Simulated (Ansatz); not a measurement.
# SbOs2: the cost of one run

Program: Ansatz 0.2.0. Level of theory: reference: DFT PBE, plane waves, PAW, scalar-relativistic, no spin polarisation. These are calculated values, not measurements.

### 1 The system as given

Symmetry: P4_2/mnm, No. 136, tetragonal system. The conventional cell has a = 5.160 Å, b = 5.160 Å, c = 3.351 Å, α = 90.00°, β = 90.00°, γ = 90.00°. Around Sb (site symmetry mmm) lie 6 Os at 2.19 to 2.23 Å. Os (site symmetry m2m) is surrounded by 3 Sb at 2.19 to 2.23 Å.

Coordinates:

```xyz
6
Lattice="5.1602 0.0000 0.0000 0.0000 5.1602 0.0000 0.0000 0.0000 3.3513" Properties=species:S:1:pos:R:3 pbc="T T T"
Sb    0.0000    0.0000    0.0000
Sb    2.5801    2.5801    1.6757
Os    1.5792    1.5792    0.0000
Os    1.0009    4.1594    1.6757
Os    3.5810    3.5810    0.0000
Os    4.1594    1.0009    1.6757
```

### 2 Reference

The input, input.yaml:

```yaml
crystal:
  lattice:
    - [5.16023131, 0.0, 0.0]
    - [0.0, 5.16023131, 0.0]
    - [0.0, 0.0, 3.35133584]
  atoms:
    - { symbol: Sb, position: [0.0, 0.0, 0.0] }
    - { symbol: Sb, position: [0.5, 0.5, 0.5] }
    - { symbol: Os, position: [0.30604, 0.30604, 0.0] }
    - { symbol: Os, position: [0.19396, 0.80604, 0.5] }
    - { symbol: Os, position: [0.69396, 0.69396, 0.0] }
    - { symbol: Os, position: [0.80604, 0.19396, 0.5] }
  symmetry: { tolerance: 0.0003 }
kpoints:
  mp_grid: { grid: [4, 4, 5], shift: [0, 0, 0] }
magnetization:
  spin_polarized: false
scf:
  occupations: { method: fermi_dirac, width: 0.028 }
hamiltonian:
  pseudopotentials: { kind: paw }
  xc: pbe
basis:
  ecutwfc: 420
output:
  forces: true
  stress: true
  eigenvalues: true
```

On the command line:

```
$ ansatz run input.yaml --threads 1 --pin off --max-ram 2560MiB --backend cpu --events-out ev --progress --plain --runs-dir out
```

Q: Estimate wall time and peak memory on 1 thread of Intel Xeon 6975P-C (Granite Rapids), shared host.

About 3.4 s, with a peak of 0.43 GiB.
